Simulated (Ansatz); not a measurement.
PbS (Galena), 2 atoms in the cell. The typed cell holds 2 atoms: a = 4.194 Å, b = 4.194 Å, c = 4.194 Å, α = 60.00°, β = 60.00°, γ = 60.00°.  The cell isn't the ideal one: atoms moved at random, drawn with an rms of 0.05 Å.

- Program: Ansatz 0.2.0
- Task: single point
- Functional: PBE
- Potentials or basis: all-electron LAPW, scalar-relativistic
- Cutoff: 181 eV (chosen from the basis error)
- Basis error allowed: 0.001 eV/atom
- k mesh: 8 × 8 × 8
- Occupations: fermi-dirac, width 0.05 eV
- Spin: no spin polarisation

Potentials or basis: all-electron LAPW, scalar-relativistic.

The run is started by

```bash
$ ansatz run input.yaml --threads 1 --pin off --max-ram 3072MiB --backend cpu --events-out ev --progress --plain --runs-dir out
```

Hardware: 1 thread of AMD EPYC 7R43 64-Core Processor (Zen 3), on a shared host.

**Question.** How long does it take, and how much memory?

**Answer.** Run time: 120 s on 1 thread of AMD EPYC 7R43 64-Core Processor (Zen 3), with other jobs on the host, peak memory 0.67 GiB. Counts: scf iterations 8, plane waves 283, k points 260, bands 30.
